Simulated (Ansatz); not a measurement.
Take a crystal in which Si has been replaced by Sn on all its sites, with the cell rescaled by a rough guess (in some cases also distorted within its space group) and nothing relaxed:

```xyz
1
Lattice="3.1359 0.0000 0.0000 -1.5679 2.7157 0.0000 0.0000 0.0000 2.9514" Properties=species:S:1:pos:R:3 pbc="T T T"
Sn    0.0000    0.0000    0.0000
```

All numbers below come from Ansatz 0.2.0, DFT PBE, scalar-relativistic, plane waves, PAW.

Settings: cutoff 420 eV, Γ-centred mesh 15×15×14 on the computed 1-atom cell, Gaussian smearing of 0.10 eV; no spin polarisation.

Will this cell want to expand or contract, and how hard?

The pressure is 7.7 GPa (positive in compression), so the cell would expand.

Is it a metal on this mesh?

Yes, a band crosses the Fermi level.

This form isn't the element's structure at ambient conditions.